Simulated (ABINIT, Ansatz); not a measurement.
## CdS (Greenockite): G0W0 on several meshes in ABINIT

How does the mesh move the gap of CdS (Greenockite)?

Method: PBE and many-body steps on it, plane waves, in ABINIT 10.8.3.

The database entry behind the starting cell differs from later determinations by our own check (about 0.35 % long), so it need not match the best structure at ambient conditions.

### Step 1. The starting structure

Symmetry: P6_3mc, No. 186, hexagonal system. Conventional cell: a = 4.150 Å, b = 4.150 Å, c = 6.737 Å, α = 90.00°, β = 90.00°, γ = 120.00°. Cd has 4 S at 2.53 to 2.54 Å nearest. Nearest to S lie 4 Cd at 2.53 to 2.54 Å. Farther neighbours and most contacts between anions are not listed.

The cell and positions come from the Crystallography Open Database and are kept as given unless a step says otherwise.

### Step 2. Empty states on the mesh, 3×3×2 mesh, 475 bands

This step: ABINIT 10.8.3; DFT, PBE, plane waves, norm-conserving pseudopotentials.

The sums over transitions need many empty states on a uniform mesh; this step solves for them.

Input file run.abi:

```
acell 3*1.0 Angstrom
rprim 
  4.149999999997 0.000000000001 0.000000000000
  -2.074999999999 3.594005425702 0.000000000000
  0.000000000000 0.000000000000 6.737000000000
ntypat 2
znucl 48 16
natom 4
typat 1 1 2 2
xred 
  0.333333333333 0.666666666667 0.000000000000
  0.666666666667 0.333333333333 0.500000000000
  0.333333333333 0.666666666667 0.375000000000
  0.666666666667 0.333333333333 0.875000000000
pp_dirpath "pseudos"
pseudos "Cd.upf, S.upf"
ecut 47
ngkpt 3 3 2
nshiftk 1
shiftk 0 0 0
kptopt 1
chksymbreak 0
iscf -2
irdden 1
istwfk *1
nband 475
nbdbuf 42
tolwfr 1e-09
nstep 60
prtvol 0
indata_prefix "in"
outdata_prefix "out"
tmpdata_prefix "tmp"
```

On the command line:

```
> OMP_NUM_THREADS=1 mpirun -n 4 abinit run.abi > log
```

Numbers of over 12 decimals in the logs are rounded to 6 here.

Output:

```text
.Version 10.8.3 of ABINIT. v10.8.2 released Aug 2026.

 Symmetries : space group P6_3 m c (#186); Bravais hP (primitive hexag.)
[... echo of the input left out ...]
== DATASET  1 ==================================================================
-   mpi_nproc: 4, omp_nthreads: 1 (-1 if OMP is not activated)

--- !DatasetInfo
iteration_state: {dtset: 1, }
dimensions: {natom: 4, nkpt: 6, mband: 475, nsppol: 1, nspinor: 1, nspden: 1, mpw: 10458, }
cutoff_energies: {ecut:  47.0, pawecutdg:  -1.0, }
[...]
5.52785    5.53473    5.53647    5.53656    5.53992    5.54979    5.54984    5.55011
   5.55674    5.57868    5.57896    5.59237    5.60966    5.61147    5.61666    5.62273
   5.63093    5.63437    5.63856
 prteigrs : prtvol=0 or 1, do not print more k-points.

== END DATASET(S) ==============================================================
================================================================================

 -outvars: echo values of variables after computation  --------
            nband         475
             nkpt           6
          spgroup         186
 [... the other variables as echoed above ...]

 Calculation completed.
```

Wall time 18 min (4 MPI ranks of Arm Neoverse V1, shared host); peak memory 0.84 GiB; 71 min of CPU time.

This step gave:

```yaml
gap: 1.175 eV
k_of_the_valence_top: 0, 0, 0
k_of_the_conduction_bottom: 0, 0, 0
least_direct_gap: 1.175 eV
k_points_computed: 6
lowest_point_of_the_top_converged_band_above_the_valence_top: 138.5805 eV
```

On this mesh the gap is 1.175 eV.

The density comes from a self-consistent run that is not shown.

### Step 3. Screening, 3×3×2 mesh, 192 bands, screening to 141.5 eV

The RPA dielectric matrix is built and inverted for each q.

This step: RPA screening on PBE, plane waves, norm-conserving pseudopotentials.

run.abi: that of step 2 with these lines changed.

```diff
@@ -22,10 +22,11 @@
 chksymbreak 0
-iscf -2
-irdden 1
 istwfk *1
-nband 475
-nbdbuf 42
-tolwfr 1e-09
-nstep 60
-prtvol 0
+occopt 1
+irdwfk 1
+optdriver 3
+nband 192
+ecuteps 5.2
+inclvkb 2
+awtr 1
+symchi 1
 indata_prefix "in"
```

Output:

```text
.Version 10.8.3 of ABINIT. v10.8.2 released Aug 2026.

 Symmetries : space group P6_3 m c (#186); Bravais hP (primitive hexag.)
[... echo of the input left out ...]
== DATASET  1 ==================================================================
-   mpi_nproc: 4, omp_nthreads: 1 (-1 if OMP is not activated)

--- !DatasetInfo
iteration_state: {dtset: 1, }
dimensions: {natom: 4, nkpt: 6, mband: 192, nsppol: 1, nspinor: 1, nspden: 1, mpw: 10458, }
cutoff_energies: {ecut:  47.0, pawecutdg:  -1.0, }
electrons: {nelect:   5.20000000E+01, charge:   0.00000000E+00, occopt:   1.00000000E+00, tsmear:   1.00000000E-02, }

 SCREENING: Calculation of the susceptibility and dielectric matrices

 Based on a program developped by R.W. Godby, V. Olevano, G. Onida, and L. Reining.
 Incorporated in ABINIT by V. Olevano, G.-M. Rignanese, and M. Torrent.
.Using double precision arithmetic ; gwpc =  8

[... cell and pseudopotentials left out ...]
--------------------------------------------------------------------------------

 ==== K-mesh for the wavefunctions ====
 Number of points in the irreducible wedge :     6
[... list of points left out ...]
 Together with 12 symmetry operations and time-reversal symmetry
 yields    18 points in the full Brillouin Zone.

 ==== Q-mesh for the screening function ====
 Number of points in the irreducible wedge :     6
[... list of points left out ...]
 Together with 12 symmetry operations and time-reversal symmetry
 yields    18 points in the full Brillouin Zone.

 setmesh: FFT mesh size selected  =    27x   27x   54
          total number of points  =        39366

 vcoul_init : cutoff-mode = AUXILIARY_FUNCTION
 q-points for optical limit:   1
     1)      0.000010    0.000020    0.000030

- screening: taking advantage of time-reversal symmetry
- Maximum band index for partially occupied states nbvw = 26
- Remaining bands to be divided among processors   nbcw = 166
- Number of bands treated by each node ~41

 Number of electrons calculated from density =   52.0000; Expected =   52.0000
 average of density, n =  0.076686
 r_s =    1.4602
 omega_plasma =   26.7124 [eV]

 calculating chi0 at frequencies [eV] :
  1    0.000000E+00    0.000000E+00
  2    0.000000E+00    2.671236E+01

--------------------------------------------------------------------------------
  q-point number  1        q = ( 0.000000, 0.000000, 0.000000) [r.l.u.]
--------------------------------------------------------------------------------
[... chi0 elements left out ...]
 For q-point:  0.000010 0.000020 0.000030
  dielectric constant =  13.9192
  dielectric constant without local fields =  14.7289

  Average fulfillment of the sum rule on Im[epsilon] for q-point    1 :     64.80  [%]
[... wings left out ...]
  q-point number  2        q = ( 0.333333, 0.000000, 0.000000) [r.l.u.]
--------------------------------------------------------------------------------
[... chi0 elements left out ...]
  Average fulfillment of the sum rule on Im[epsilon] for q-point    2 :     69.22  [%]

 [... 4 further q-points ...]
```

It took 94 s on 4 MPI ranks; peak memory 1.7 GiB; 6.3 min of CPU time.

This step gave:

```
ε∞ with local fields, on this mesh, along the program's q direction : 13.92
the same without local fields                                       : 14.73
plasma frequency                                                    : 26.71 eV
plane waves in the screening matrix                                 : 379
```

Local fields lower ε∞ by 5 %. On a Γ-centred mesh this coarse the value itself is usually too large, while a short band sum pulls it down.

### Step 4. 3×3×2

The self-energy is evaluated for the states that the input lists, and the levels follow from it, in one-shot runs by the linearised quasiparticle equation.

This step: G0W0 on PBE, plane waves, norm-conserving pseudopotentials.

run.abi: that of step 3 with these lines changed.

```diff
@@ -25,8 +25,15 @@
 irdwfk 1
-optdriver 3
+optdriver 4
 nband 192
+gwcalctyp 0
+ecutsigx 47
+symsigma 1
+nkptgw 1
+kptgw 
+  0.0000000000 0.0000000000 0.0000000000
+bdgw 
+  25 28
 ecuteps 5.2
-inclvkb 2
-awtr 1
-symchi 1
+irdscr 1
+ppmodel 1
 indata_prefix "in"
```

Output:

```text
.Version 10.8.3 of ABINIT. v10.8.2 released Aug 2026.

 Symmetries : space group P6_3 m c (#186); Bravais hP (primitive hexag.)
[... echo of the input left out ...]
== DATASET  1 ==================================================================
-   mpi_nproc: 4, omp_nthreads: 1 (-1 if OMP is not activated)

--- !DatasetInfo
iteration_state: {dtset: 1, }
dimensions: {natom: 4, nkpt: 6, mband: 192, nsppol: 1, nspinor: 1, nspden: 1, mpw: 10458, }
cutoff_energies: {ecut:  47.0, pawecutdg:  -1.0, }
electrons: {nelect:   5.20000000E+01, charge:   0.00000000E+00, occopt:   1.00000000E+00, tsmear:   1.00000000E-02, }

 SIGMA: Calculation of the GW corrections

 Based on a program developped by R.W. Godby, V. Olevano, G. Onida, and L. Reining.
 Incorporated in ABINIT by V. Olevano, G.-M. Rignanese, and M. Torrent.
.Using double precision arithmetic ; gwpc =  8

[... cell and pseudopotentials left out ...]
--------------------------------------------------------------------------------

 ==== K-mesh for the wavefunctions ====
 Number of points in the irreducible wedge :     6
[... list of points left out ...]
 Together with 12 symmetry operations and time-reversal symmetry
 yields    18 points in the full Brillouin Zone.

 ==== Q-mesh for screening function ====
 Number of points in the irreducible wedge :     6
[... list of points left out ...]
 Together with 12 symmetry operations and time-reversal symmetry
 yields    18 points in the full Brillouin Zone.

 vcoul_init : cutoff-mode = AUXILIARY_FUNCTION
 q-points for optical limit:   1
     1)      0.000010    0.000020    0.000030
 setmesh: FFT mesh size selected  =    45x   45x   80
          total number of points  =       162000

 Number of electrons calculated from density =   52.0000; Expected =   52.0000
 average of density, n =  0.076686
 r_s =    1.4602
 omega_plasma =   26.7124 [eV]

 === KS Band Gaps ===
  >>>> For spin  1
   Minimum direct gap =   1.1750 [eV], located at k-point      :   0.0000  0.0000  0.0000
   Fundamental gap    =   1.1750 [eV], Top of valence bands at :   0.0000  0.0000  0.0000
                                       Bottom of conduction at :   0.0000  0.0000  0.0000
 SIGMA fundamental parameters:
 PLASMON POLE MODEL  1
 number of plane-waves for SigmaX                10383
 number of plane-waves for SigmaC and W            379
 number of plane-waves for wavefunctions         10383
 number of bands                                   192
 number of independent spin polarizations            1
 number of spinorial components                      1
 number of k-points in IBZ                           6
 number of q-points in IBZ                           6
 number of symmetry operations                      12
 number of k-points in BZ                           18
 number of q-points in BZ                           18
 number of frequencies for dSigma/dE                 9
 frequency step for dSigma/dE [eV]                0.25
 number of omega for Sigma on real axis              0
 max omega for Sigma on real axis  [eV]           0.00
 zcut for avoiding poles [eV]                     0.10

 EPSILON^-1 parameters (SCR file):
 dimension of the eps^-1 matrix on file            379
 dimension of the eps^-1 matrix used               379
 number of plane-waves for wavefunctions         10383
 number of bands                                   192
 number of q-points in IBZ                           6
 number of frequencies                               2
 number of real frequencies                          1
 number of imag frequencies                          1

 matrix elements of self-energy operator (all in [eV])

 Perturbative Calculation

--- !SelfEnergy_ee
iteration_state: {dtset: 1, }
kpoint     : [   0.000,    0.000,    0.000, ]
spin       : 1
KS_gap     :    1.175
QP_gap     :    2.018
Delta_QP_KS:    0.843
data: !SigmaeeData |
     Band     E0 <VxcDFT>   SigX SigC(E0)      Z dSigC/dE  Sig(E)    E-E0       E
       25   4.259 -15.271 -18.229   2.263   0.779  -0.284 -15.812  -0.541   3.718
       26   4.259 -15.271 -18.229   2.263   0.779  -0.284 -15.812  -0.541   3.718
       27   5.434 -10.670  -6.577  -3.721   0.812  -0.231 -10.368   0.302   5.736
       28   7.023 -11.014  -6.546  -3.956   0.814  -0.229 -10.598   0.416   7.439

== END DATASET(S) ==============================================================
================================================================================

 -outvars: echo values of variables after computation  --------
           etotal      0.0000000000E+00
            nband         192
             nkpt           6
          spgroup         186
 [... the other variables as echoed above ...]

 Calculation completed.
```

Elapsed: 12 s, on 4 MPI ranks; peak memory 1.3 GiB; 48 s of CPU time.

Numbers from this step:

| Quantity | Value |
| --- | --- |
| G0W0 gap on the points computed | 2.018 eV |
| starting gap on the mesh | 1.175 eV |
| k of the valence top | 0, 0, 0 |
| k of the conduction bottom | 0, 0, 0 |
| Z at the valence top | 0.779 |
| Z at the conduction bottom | 0.812 |
| least direct G0W0 gap on the computed points | 2.018 eV |

The gap on the mesh goes from 1.18 eV to 2.02 eV, a correction of +0.84 eV.

### Step 5. Empty states on the mesh, 6×6×4 mesh, 210 bands

This step: DFT, PBE, plane waves, norm-conserving pseudopotentials.

run.abi: that of step 4 with these lines changed.

```diff
@@ -17,3 +17,3 @@
 ecut 47
-ngkpt 3 3 2
+ngkpt 6 6 4
 nshiftk 1
@@ -22,18 +22,10 @@
 chksymbreak 0
+iscf -2
+irdden 1
 istwfk *1
-occopt 1
-irdwfk 1
-optdriver 4
-nband 192
-gwcalctyp 0
-ecutsigx 47
-symsigma 1
-nkptgw 1
-kptgw 
-  0.0000000000 0.0000000000 0.0000000000
-bdgw 
-  25 28
-ecuteps 5.2
-irdscr 1
-ppmodel 1
+nband 210
+nbdbuf 18
+tolwfr 1e-09
+nstep 60
+prtvol 0
 indata_prefix "in"
```

Output:

```text
.Version 10.8.3 of ABINIT. v10.8.2 released Aug 2026.

 Symmetries : space group P6_3 m c (#186); Bravais hP (primitive hexag.)
[... echo of the input left out ...]
== DATASET  1 ==================================================================
-   mpi_nproc: 4, omp_nthreads: 1 (-1 if OMP is not activated)

--- !DatasetInfo
iteration_state: {dtset: 1, }
dimensions: {natom: 4, nkpt: 21, mband: 210, nsppol: 1, nspinor: 1, nspden: 1, mpw: 10458, }
cutoff_energies: {ecut:  47.0, pawecutdg:  -1.0, }
[...]
2.94024    2.96455    2.96455    3.01035    3.01035    3.01288    3.01288    3.01463
   3.01555    3.06629    3.06631    3.07727    3.07731    3.08888    3.13068    3.13131
   3.13512    3.14531
 prteigrs : prtvol=0 or 1, do not print more k-points.

== END DATASET(S) ==============================================================
================================================================================

 -outvars: echo values of variables after computation  --------
            nband         210
             nkpt          21
          spgroup         186
 [... the other variables as echoed above ...]

 Calculation completed.
```

Run time: 13 min. Hardware: 4 MPI ranks; peak memory 1 GiB; 52 min of CPU time.

This step gave:

```
gap                                                           : 1.175 eV
k of the valence top                                          : 0, 0, 0
k of the conduction bottom                                    : 0, 0, 0
least direct gap                                              : 1.175 eV
k points computed                                             : 21
lowest point of the top converged band, above the valence top : 73.6044 eV
```

On this mesh the gap is 1.175 eV.

(Continued in part 2 of 2.)

[Paths, hosts, dates, memory and timing lines, banners, echoed tables and standing remarks are left out of the program output.]

[Logs are printed without paths, hosts, clocks, repeated set-up lines and the standing remarks that a program may print on its own settings, such as how far it seeks lower states.]

[Runs of the session that timed out or met a known fault of the program may be left out.]

[Hosts, paths, dates, database ids (printed as entryN), source tags and the programs' standing remarks are cut or masked in the printed files.]

[G0W0 gaps are taken among the corrected bands and points alone; a level outside them can change the order at an edge.]

[Where Ansatz stands beside ABINIT at settings called matched, ABINIT's density can come from a denser mesh and the files from another edition; pairs whose starting gaps differed by over 0.03 eV were left out, so agreement reads better than it is.]
